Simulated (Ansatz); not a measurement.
Born–Oppenheimer molecular dynamics of a periodic cell of 24 atoms, MoS₂ (start crystal MoS2, start structure P6_3/mmc, volume 1.05 times the crystal's). It goes on from the last frame of an earlier run, with new velocities.

Method: Ansatz, DFT PBE, scalar-relativistic, plane waves, PAW. Settings: PAW set soft_1, cutoff 420 eV, k mesh 2x3x1, fermi-dirac smearing 0.3 eV, no spin polarisation.

```yaml
ensemble: NVT, Langevin thermostat
time_step: 1.5 fs
steps_asked: 189
set_temperature: 2800 K
friction: 0.02 /fs
temperature_schedule: 142 steps to 300 K, then 47 steps to 300 K
seed: 745782
```

First frame:

```xyz
24
Lattice="-3.2210 -5.5789 0.0000 4.8314 -2.7894 0.0000 0.0000 0.0000 12.5261" Properties=species:S:1:pos:R:3
Mo -0.358 -3.114 2.807
Mo 2.015 -4.351 9.911
S 0.453 -3.377 8.159
S 1.643 -4.343 1.394
S 0.173 -3.232 11.240
S 1.551 -4.423 4.137
Mo 3.277 -3.202 2.963
Mo 0.411 -1.314 10.020
S 3.759 -3.741 8.448
S 0.256 -1.406 1.462
S 3.453 -3.397 11.450
S -0.540 -1.552 4.830
Mo 1.599 -0.303 3.444
Mo 3.430 -1.733 9.511
S 1.818 -0.797 8.427
S 2.807 -1.483 1.266
S 2.373 -0.565 11.150
S 3.354 -1.483 4.831
Mo 1.598 -6.083 2.982
Mo -1.393 -4.309 9.640
S 2.006 -5.924 8.070
S -1.548 -4.657 1.614
S 1.746 -6.165 11.284
S -2.095 -4.103 5.300
```

(1) What does the run give?

(2) What happens to the structure?

(3) How do temperature and energy run in time?

Answers

(1) All steps were run.

```yaml
steps_done: 189
time_covered: 283.5 fs
mean_temperature_over_the_second_half: 1057 K
spread_of_the_potential_energy_over_the_second_half: 63.7 meV per atom
mean_potential_energy_of_the_second_half_above_the_start: -414.7 meV per atom
```

The schedule's set-point averaged 509 K over the second half and the system 1057 K, so it lags behind the ramp. A run of 0.28 ps of so small a system gives no equilibrium averages. Limits of this set-up: coarse k mesh.

(2) Mean squared displacements from the first frame to the last, about the centre of mass: Mo 0.14 Å², S 0.19 Å². Another seed would give other details.

(3) 
```csv
time (fs),T (K),potential energy less start (eV)
0,2683,0.000
13.5,2970,0.251
27,2841,0.603
40.5,3036,-2.921
54,2671,-2.672
67.5,2079,-1.609
81,2155,-2.985
94.5,2497,-5.316
108,2634,-5.657
121.5,2004,-5.573
135,1962,-7.781
148.5,1636,-7.531
162,1475,-7.582
175.5,1357,-8.258
189,1417,-9.257
202.5,1213,-10.163
216,1041,-10.482
229.5,825,-10.913
243,779,-11.299
256.5,646,-11.323
270,588,-11.673
283.5,577,-11.863
```

Time of the run: 17 min on 2 threads of Intel(R) Xeon(R) 6975P-C (Granite Rapids), on a shared host, peak memory 1.1 GiB.
